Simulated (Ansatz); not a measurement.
## Ba: a jump of H

All numbers below come from Ansatz, DFT PBE, scalar-relativistic, plane waves, PAW. Run with 420 eV cutoff, 3×3×3 k-mesh, Gaussian smearing of 0.10 eV, no spin polarisation.

In a supercell of 16 host sites, interstitial H hops to an equivalent place, moving 3.17 Å between the relaxed ends. Climbing-image nudged elastic band at fixed cell with images 0 (start) to 6 (end), the path measured over all atoms, converged to 0.05 eV/Å; the order of the saddle wasn't checked, and the small cell leaves errors of about a tenth of an eV. Zero-point motion and tunnelling, which matter for H, are left out. At the top the atom squeezes straight between two others, where symmetry can hold a band on a ridge, so a bent path, such as one by way of a neighbouring hole, may have a much lower barrier.

Spin-orbit coupling is left out, which matters for the bands and energies of heavy elements.

Command:

```bash
ansatz run input.yaml --threads 4 --pin off --max-ram 8192MiB --backend cpu --events-out ev --progress --plain --runs-dir out
```

Input:

```yaml
crystal:
  lattice:
    - [-6.3446649611, 6.3446649611, -6.3446649611]
    - [6.3446649611, 6.3446649611, 6.3446649611]
    - [6.3446649611, -6.3446649611, -6.3446649611]
  atoms:
    - { symbol: Ba, position: [0.2512821797, -6.19763e-05, 0.7499431043] }
    - { symbol: Ba, position: [1.1464e-06, 0.2500113701, 0.7638677479] }
    - { symbol: Ba, position: [0.4985573989, -0.0013634565, 0.4985529573] }
    - { symbol: Ba, position: [0.7499347776, 0.5014160316, 0.7499294825] }
    - { symbol: Ba, position: [0.2500755365, 0.2499885567, 0.5014364056] }
    - { symbol: Ba, position: [0.4985741639, 0.7485641303, 0.7486416933] }
    - { symbol: Ba, position: [-8.547e-07, 0.5000838857, 0.5014841089] }
    - { symbol: Ba, position: [0.7499382408, -7.26107e-05, 0.2513877605] }
    - { symbol: Ba, position: [0.5013523947, 0.2499899574, 0.2500615073] }
    - { symbol: Ba, position: [0.7486771376, 0.7485949957, 0.4986003264] }
    - { symbol: Ba, position: [5.995e-07, 0.0138629809, 5.593e-06] }
    - { symbol: Ba, position: [0.2361337835, 0.4861431891, 0.2361372153] }
    - { symbol: Ba, position: [-5.995e-07, 0.7514994971, 0.2500758772] }
    - { symbol: Ba, position: [0.763835997, 0.2500100426, 4.7203e-06] }
    - { symbol: Ba, position: [0.5013688338, 0.5000729604, -4.7203e-06] }
    - { symbol: Ba, position: [0.2500790754, 0.7514683226, -5.6634e-06] }
    - { symbol: H, position: [-3.47444e-05, 0.2500214411, 1.35343e-05] }
basis:
  ecutwfc: 420
  xc_grid: 2
kpoints:
  mp_grid: { grid: [3, 3, 3], shift: [0.0, 0.0, 0.0] }
hamiltonian:
  xc: pbe
scf:
  occupations: { method: gaussian, width: 0.1 }
output:
  forces: true
neb:
  images: 5
  f_tol: 0.05
  max_iterations: 70
  order_check: false
  final_atoms:
    - { symbol: Ba, position: [0.2361372153, 3.4319e-06, 0.7499940262] }
    - { symbol: Ba, position: [4.7203e-06, 0.2361687233, 0.7499946777] }
    - { symbol: Ba, position: [0.4985529573, -4.4416e-06, 0.4999164138] }
    - { symbol: Ba, position: [0.7499431043, 0.4986609246, 0.7500050806] }
    - { symbol: Ba, position: [0.2500758772, 0.2500764767, 0.4985763801] }
    - { symbol: Ba, position: [0.4986003264, 0.7499231888, 0.7500053307] }
    - { symbol: Ba, position: [-4.7203e-06, 0.4986264459, 0.4999223194] }
    - { symbol: Ba, position: [0.7499294825, -5.2951e-06, 0.2485134508] }
    - { symbol: Ba, position: [0.5014364056, 0.2513608691, 0.2514478489] }
    - { symbol: Ba, position: [0.7638677479, 0.7638666015, 0.5138563779] }
    - { symbol: Ba, position: [5.593e-06, 4.9935e-06, -0.0138573879] }
    - { symbol: Ba, position: [0.2513877605, 0.5014495196, 0.2514603712] }
    - { symbol: Ba, position: [-5.6634e-06, 0.7499152611, 0.248526014] }
    - { symbol: Ba, position: [0.7486416933, 0.2500675293, 7.75629e-05] }
    - { symbol: Ba, position: [0.5014841089, 0.5014849636, 0.0014002232] }
    - { symbol: Ba, position: [0.2500615073, 0.7487091127, 7.15499e-05] }
    - { symbol: H, position: [1.35343e-05, 4.82787e-05, -0.2500079068] }
```

Course of the band:

| iteration | largest band force (eV/Å) | climbing image | energies over image 0 (eV) |
| --- | --- | --- | --- |
| 1 | 1.102 | none | 0.000 0.269 0.830 1.134 0.830 0.269 0.000 |
| 2 | 0.270 | 3 | 0.000 0.182 0.554 0.752 0.554 0.182 0.000 |
| 3 | 0.116 | 3 | 0.000 0.141 0.507 0.695 0.507 0.141 0.000 |
| 4 | 0.047 | 3 | 0.000 0.113 0.458 0.666 0.458 0.113 0.000 |
| 5 | 0.109 | 3 | 0.000 0.113 0.458 0.658 0.458 0.113 0.000 |
| 6 | 0.017 | 3 | 0.000 0.114 0.448 0.657 0.448 0.115 0.000 |

Final band:

```tsv
image	path (Å)	E − E(0) (eV)	H x (Å)	H y (Å)	H z (Å)	force on H (eV/Å)
0	0.00	0.000	1.587	1.586	1.586	0.00
1	0.62	0.114	1.162	1.586	1.586	0.34
2	1.23	0.448	0.597	1.586	1.586	0.53
3	1.85	0.657	0.000	1.586	1.586	0.00
4	2.47	0.448	-0.597	1.586	1.586	0.53
5	3.08	0.115	-1.161	1.586	1.586	0.34
6	3.70	0.000	-1.586	1.587	1.586	0.00
```

Barrier 0.66 eV. The run took 28 min on 4 threads of Arm Neoverse V1 (shared host), peak memory 5.8 GiB.